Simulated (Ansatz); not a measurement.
# Indium, simple cubic under RPBE: from relaxation to bulk modulus, part 2 of 2

The plan for indium in the simple cubic structure: relax it, solve it on a dense k-mesh, then scale the cell to 7 volumes from 88 to 112 % of the relaxed one and try a fit of the equation of state. Spin polarisation is left out. The k-meshes are 10×10×10 for the relaxation; 16×16×16 for the dense run; 11×11×11 for the volumes.

Ansatz 0.2.0; DFT, RPBE, plane waves (420 eV) with PAW, scalar-relativistic.

**5. Equation of state: 92 %**

This is In in the simple cubic structure; at room conditions it is tetragonal.

input.yaml

```yaml
crystal:
  lattice:
    - [3.0563079883, 0.0, 0.0]
    - [0.0, 3.0563079883, 0.0]
    - [0.0, 0.0, 3.0563079883]
  atoms:
    - { symbol: In, position: [0.0, 0.0, 0.0] }
hamiltonian:
  xc: rpbe
  pseudopotentials:
    kind: paw
    azcp:
      In: "pseudopotentials/In.paw.azcp"
basis:
  ecutwfc: 420
  fft_grid_basis: typed
kpoints:
  mp_grid: { grid: [11, 11, 11], shift: [0, 0, 0] }
magnetization:
  spin_polarized: false
scf:
  occupations: { method: fermi_dirac, width: 0.1 }
  lower_state_search: "off"
output:
  stress: true
```

Launch:

```bash
> ansatz run input.yaml --threads 2 --pin off --max-ram 5120MiB --backend cpu --events-out ev --progress --plain --runs-dir out
```

The program printed, shortened:

```text
Warning: RAYON_NUM_THREADS=2 ignored (pool sized by the plan → 2); use --threads N
[...]
Pseudopotentials: kind: paw
Pseudopotential: In, paw, valence charge 13, recommended cutoff 420 eV (normal), <dir>
Functional definition: RPBE
[...]
Crystal: 1 atoms, lattice volume = 28.549 Å³
Basis set: ecut = 420 eV, 587 PW (Γ)
Bands: 11, of which v1, the nominal top of the filled ones, is band 7 counted from 1 (6 counted from 0)
Symmetry: 48 space group operations
Space group: Pm-3m (ITA 221), of the structure as read, at distance tolerance 3.1e-5 Å
k-points: 56 of 1331
[...]
SCF iter   1: F=—  HF=-5606.161114 eV  |F-HF|=—  |Δ(HF+E_count)|=         —  Δρ=3.46e-3  dr2=2.01e-3  ethr=1.77e-3  ⟨swp⟩=5.0  Hψ=3643  notcnv=0
[...]
SCF iter   6: F=-5606.160182 eV  HF=-5606.160182 eV  |F-HF|=1.91e-11  |Δ(HF+E_count)|=   1.28e-9  Δρ=5.53e-7  dr2=4.79e-11  ethr=1.32e-11  ⟨swp⟩=1.4  Hψ=1835  notcnv=0
[...]
SCF converged after 6 iterations
Free energy (F): -5606.160182 eV
[...]
E sigma→0 (E₀):  -5606.150525 eV
Entropy (-TS):   -0.019313 eV (-19.313 meV/atom)
Fermi energy:    9.046239 eV
[...]
--- Stress (GPa, compression-positive) ---
        2.907243       0.000000       0.000000
       -0.000000       2.907243       0.000000
       -0.000000       0.000000       2.907243
  P = ⅓ Tr σ = 2.9072 GPa (29.072 kbar)
```

Run time: 0.5 s. Hardware: 2 threads of Intel Xeon Platinum 8488C (Sapphire Rapids), shared host; peak memory 0.34 GiB.

**6. Equation of state: 96 %**

Edit input.yaml of step 5 so:

```diff
@@ -2,5 +2,5 @@
   lattice:
-    - [3.0563079883, 0.0, 0.0]
-    - [0.0, 3.0563079883, 0.0]
-    - [0.0, 0.0, 3.0563079883]
+    - [3.0999754306, 0.0, 0.0]
+    - [0.0, 3.0999754306, 0.0]
+    - [0.0, 0.0, 3.0999754306]
   atoms:
```

Launch:

```bash
> ansatz run input.yaml --threads 2 --pin off --max-ram 5120MiB --backend cpu --events-out ev --progress --plain --runs-dir out
```

The program printed, shortened:

```text
Warning: RAYON_NUM_THREADS=2 ignored (pool sized by the plan → 2); use --threads N
[...]
[... 3 set-up lines as earlier in the session ...]
[...]
Crystal: 1 atoms, lattice volume = 29.790 Å³
Basis set: ecut = 420 eV, 587 PW (Γ)
Bands: 11, of which v1, the nominal top of the filled ones, is band 7 counted from 1 (6 counted from 0)
[... 2 set-up lines as earlier in the session ...]
k-points: 56 of 1331
[...]
SCF iter   1: F=—  HF=-5606.177465 eV  |F-HF|=—  |Δ(HF+E_count)|=         —  Δρ=3.32e-3  dr2=1.94e-3  ethr=1.77e-3  ⟨swp⟩=5.1  Hψ=3635  notcnv=0
[...]
SCF iter   6: F=-5606.176576 eV  HF=-5606.176576 eV  |F-HF|=9.09e-13  |Δ(HF+E_count)|=  6.44e-10  Δρ=4.34e-7  dr2=3.25e-11  ethr=1.56e-11  ⟨swp⟩=1.4  Hψ=1831  notcnv=0
[...]
SCF converged after 6 iterations
Free energy (F): -5606.176576 eV
[...]
E sigma→0 (E₀):  -5606.166853 eV
Entropy (-TS):   -0.019447 eV (-19.447 meV/atom)
Fermi energy:    8.524932 eV
[...]
--- Stress (GPa, compression-positive) ---
        1.384297       0.000000       0.000000
       -0.000000       1.384297       0.000000
       -0.000000       0.000000       1.384297
  P = ⅓ Tr σ = 1.3843 GPa (13.843 kbar)
```

Wall time 0.5 s (2 threads of Intel Xeon Platinum 8488C (Sapphire Rapids), shared host); peak memory 0.34 GiB.

**7. Equation of state: 100 %**

Edit input.yaml of step 6 so:

```diff
@@ -2,5 +2,5 @@
   lattice:
-    - [3.0999754306, 0.0, 0.0]
-    - [0.0, 3.0999754306, 0.0]
-    - [0.0, 0.0, 3.0999754306]
+    - [3.1424461251, 0.0, 0.0]
+    - [0.0, 3.1424461251, 0.0]
+    - [0.0, 0.0, 3.1424461251]
   atoms:
```

Launch:

```bash
> ansatz run input.yaml --threads 2 --pin off --max-ram 5120MiB --backend cpu --events-out ev --progress --plain --runs-dir out
```

The program printed, shortened:

```text
Warning: RAYON_NUM_THREADS=2 ignored (pool sized by the plan → 2); use --threads N
[...]
[... 3 set-up lines as earlier in the session ...]
[...]
Crystal: 1 atoms, lattice volume = 31.032 Å³
Basis set: ecut = 420 eV, 619 PW (Γ)
Bands: 11, of which v1, the nominal top of the filled ones, is band 7 counted from 1 (6 counted from 0)
[... 2 set-up lines as earlier in the session ...]
k-points: 56 of 1331
[...]
SCF iter   1: F=—  HF=-5606.183329 eV  |F-HF|=—  |Δ(HF+E_count)|=         —  Δρ=3.26e-3  dr2=1.93e-3  ethr=1.77e-3  ⟨swp⟩=5.1  Hψ=3630  notcnv=0
[...]
SCF iter   6: F=-5606.182442 eV  HF=-5606.182442 eV  |F-HF|=5.46e-11  |Δ(HF+E_count)|=  1.83e-10  Δρ=3.91e-7  dr2=2.38e-11  ethr=2.42e-11  ⟨swp⟩=1.5  Hψ=1839  notcnv=0
[...]
SCF converged after 6 iterations
Free energy (F): -5606.182442 eV
[...]
E sigma→0 (E₀):  -5606.172544 eV
Entropy (-TS):   -0.019797 eV (-19.797 meV/atom)
Fermi energy:    8.049496 eV
[...]
--- Stress (GPa, compression-positive) ---
        0.177050      -0.000000       0.000000
        0.000000       0.177050       0.000000
        0.000000       0.000000       0.177050
  P = ⅓ Tr σ = 0.1771 GPa (1.771 kbar)
```

Wall time 0.55 s (2 threads of Intel Xeon Platinum 8488C (Sapphire Rapids), shared host); peak memory 0.34 GiB.

**8. Equation of state: 104 %**

Edit input.yaml of step 7 so:

```diff
@@ -2,5 +2,5 @@
   lattice:
-    - [3.1424461251, 0.0, 0.0]
-    - [0.0, 3.1424461251, 0.0]
-    - [0.0, 0.0, 3.1424461251]
+    - [3.1837988426, 0.0, 0.0]
+    - [0.0, 3.1837988426, 0.0]
+    - [0.0, 0.0, 3.1837988426]
   atoms:
@@ -25 +25,5 @@
   stress: true
+  write_density: true
+  write_potential: true
+  elf: true
+  volumetric_format: npy
```

Launch:

```bash
> ansatz run input.yaml --threads 2 --pin off --max-ram 5120MiB --backend cpu --events-out ev --progress --plain --runs-dir out
```

The program printed, shortened:

```text
Warning: RAYON_NUM_THREADS=2 ignored (pool sized by the plan → 2); use --threads N
[...]
[... 3 set-up lines as earlier in the session ...]
[...]
Crystal: 1 atoms, lattice volume = 32.273 Å³
Basis set: ecut = 420 eV, 619 PW (Γ)
Bands: 11, of which v1, the nominal top of the filled ones, is band 7 counted from 1 (6 counted from 0)
[... 1 set-up line as earlier in the session ...]
Space group: Pm-3m (ITA 221), of the structure as read, at distance tolerance 3.2e-5 Å
k-points: 56 of 1331
[...]
SCF iter   1: F=—  HF=-5606.180803 eV  |F-HF|=—  |Δ(HF+E_count)|=         —  Δρ=3.20e-3  dr2=1.90e-3  ethr=1.77e-3  ⟨swp⟩=5.1  Hψ=3658  notcnv=0
[...]
SCF iter   6: F=-5606.179981 eV  HF=-5606.179981 eV  |F-HF|=8.73e-11  |Δ(HF+E_count)|=   1.08e-9  Δρ=9.09e-7  dr2=9.59e-11  ethr=2.50e-11  ⟨swp⟩=5.4  Hψ=3131  notcnv=0
[...]
SCF converged after 6 iterations
Free energy (F): -5606.179981 eV
[...]
E sigma→0 (E₀):  -5606.169814 eV
Entropy (-TS):   -0.020335 eV (-20.335 meV/atom)
Fermi energy:    7.613904 eV
[...]
--- Stress (GPa, compression-positive) ---
       -0.774294      -0.000000       0.000000
       -0.000000      -0.774294      -0.000000
        0.000000       0.000000      -0.774294
  P = ⅓ Tr σ = -0.7743 GPa (-7.743 kbar)
--- Band table (eV; the first three rows and the last of 56) ---
  k-point 0: bands = ["-7.2500", "-7.2500", "-6.7403", "-6.7403", "-6.7403", "-0.7106", "14.2794", "14.2794", "14.2794", "17.2671", "17.2671"]
[...]
```

Wall time 0.83 s (2 threads of Intel Xeon Platinum 8488C (Sapphire Rapids), shared host); peak memory 0.34 GiB.

**9. Equation of state: 108 %**

Edit input.yaml of step 8 so:

```diff
@@ -2,5 +2,5 @@
   lattice:
-    - [3.1837988426, 0.0, 0.0]
-    - [0.0, 3.1837988426, 0.0]
-    - [0.0, 0.0, 3.1837988426]
+    - [3.2241043726, 0.0, 0.0]
+    - [0.0, 3.2241043726, 0.0]
+    - [0.0, 0.0, 3.2241043726]
   atoms:
@@ -25,5 +25 @@
   stress: true
-  write_density: true
-  write_potential: true
-  elf: true
-  volumetric_format: npy
```

Launch:

```bash
> ansatz run input.yaml --threads 2 --pin off --max-ram 5120MiB --backend cpu --events-out ev --progress --plain --runs-dir out
```

The program printed, shortened:

```text
Warning: RAYON_NUM_THREADS=2 ignored (pool sized by the plan → 2); use --threads N
[...]
[... 3 set-up lines as earlier in the session ...]
[...]
Crystal: 1 atoms, lattice volume = 33.514 Å³
Basis set: ecut = 420 eV, 691 PW (Γ)
Bands: 11, of which v1, the nominal top of the filled ones, is band 7 counted from 1 (6 counted from 0)
[... 2 set-up lines as earlier in the session ...]
k-points: 56 of 1331
[...]
SCF iter   1: F=—  HF=-5606.171801 eV  |F-HF|=—  |Δ(HF+E_count)|=         —  Δρ=3.17e-3  dr2=1.91e-3  ethr=1.77e-3  ⟨swp⟩=5.1  Hψ=3702  notcnv=0
[...]
SCF iter   6: F=-5606.171013 eV  HF=-5606.171013 eV  |F-HF|=9.64e-11  |Δ(HF+E_count)|=  8.51e-10  Δρ=1.52e-6  dr2=2.87e-10  ethr=5.96e-11  ⟨swp⟩=1.7  Hψ=1902  notcnv=0
[...]
SCF converged after 6 iterations
Free energy (F): -5606.171013 eV
[...]
E sigma→0 (E₀):  -5606.160458 eV
Entropy (-TS):   -0.021111 eV (-21.111 meV/atom)
Fermi energy:    7.212767 eV
[...]
--- Stress (GPa, compression-positive) ---
       -1.509947       0.000000       0.000000
        0.000000      -1.509947      -0.000000
        0.000000       0.000000      -1.509947
  P = ⅓ Tr σ = -1.5099 GPa (-15.099 kbar)
```

It took 0.59 s on 2 threads of Intel Xeon Platinum 8488C (Sapphire Rapids), shared host; peak memory 0.34 GiB.

**10. Equation of state: 112 %**

Edit input.yaml of step 9 so:

```diff
@@ -2,5 +2,5 @@
   lattice:
-    - [3.2241043726, 0.0, 0.0]
-    - [0.0, 3.2241043726, 0.0]
-    - [0.0, 0.0, 3.2241043726]
+    - [3.263426594, 0.0, 0.0]
+    - [0.0, 3.263426594, 0.0]
+    - [0.0, 0.0, 3.263426594]
   atoms:
```

Launch:

```bash
> ansatz run input.yaml --threads 2 --pin off --max-ram 5120MiB --backend cpu --events-out ev --progress --plain --runs-dir out
```

The program printed, shortened:

```text
Warning: RAYON_NUM_THREADS=2 ignored (pool sized by the plan → 2); use --threads N
[...]
[... 3 set-up lines as earlier in the session ...]
[...]
Crystal: 1 atoms, lattice volume = 34.755 Å³
Basis set: ecut = 420 eV, 691 PW (Γ)
Bands: 11, of which v1, the nominal top of the filled ones, is band 7 counted from 1 (6 counted from 0)
[... 1 set-up line as earlier in the session ...]
Space group: Pm-3m (ITA 221), of the structure as read, at distance tolerance 3.3e-5 Å
k-points: 56 of 1331
[...]
SCF iter   1: F=—  HF=-5606.157837 eV  |F-HF|=—  |Δ(HF+E_count)|=         —  Δρ=3.11e-3  dr2=1.88e-3  ethr=1.77e-3  ⟨swp⟩=5.1  Hψ=3676  notcnv=0
[...]
SCF iter   6: F=-5606.157122 eV  HF=-5606.157122 eV  |F-HF|=3.68e-10  |Δ(HF+E_count)|=   1.24e-9  Δρ=2.04e-6  dr2=5.55e-10  ethr=1.03e-10  ⟨swp⟩=1.9  Hψ=1983  notcnv=0
[...]
SCF converged after 6 iterations
Free energy (F): -5606.157122 eV
[...]
E sigma→0 (E₀):  -5606.146047 eV
Entropy (-TS):   -0.022149 eV (-22.149 meV/atom)
Fermi energy:    6.840501 eV
[...]
--- Stress (GPa, compression-positive) ---
       -2.041343       0.000000       0.000000
        0.000000      -2.041343       0.000000
        0.000000       0.000000      -2.041343
  P = ⅓ Tr σ = -2.0413 GPa (-20.413 kbar)
```

Wall time 0.53 s (2 threads of Intel Xeon Platinum 8488C (Sapphire Rapids), shared host); peak memory 0.35 GiB.

**11. The equation of state**

All volumes keep the relaxed shape and fractional coordinates.

```csv
V (Å³/atom),E − E₀ (meV/atom),P from the stress (GPa),P from the fit (GPa)
27.308,51.8,4.83,4.86
28.549,22.1,2.91,2.90
29.790,5.7,1.38,1.36
31.032,0.0,0.18,0.15
32.273,2.8,-0.77,-0.81
33.514,12.1,-1.51,-1.56
34.755,26.5,-2.04,-2.16
```

Fit (Birch-Murnaghan, third order): V₀ = 31.206 Å³/atom, B₀ = 26 GPa, B₀′ = 5.0, largest residual 0.05 meV/atom.

**12. Summary of results**

The summary covers parts 1 to 2.

```
                           quantity                         value
     space group (spins left aside)               Pm-3m (No. 221)
                  conventional cell                   a = 3.142 Å
                             volume                31.032 Å³/atom
                  shortest distance                       3.142 Å
                    gap on the mesh  none (levels filled in part)
relative to body-centred tetragonal                 +103 meV/atom
                        V₀, B₀, B₀′   31.206 Å³/atom, 26 GPa, 5.0
```

**Reading.** The relaxation enlarged the cell by 9.9 % in volume. Against the reference form of indium (body-centred tetragonal, computed apart with the same settings) it stands 103 meV/atom higher. Levels at the Fermi energy are filled in part, as in a metal. The fitted modulus is 26 GPa. Relaxation kept the symmetry; phonons were not checked.
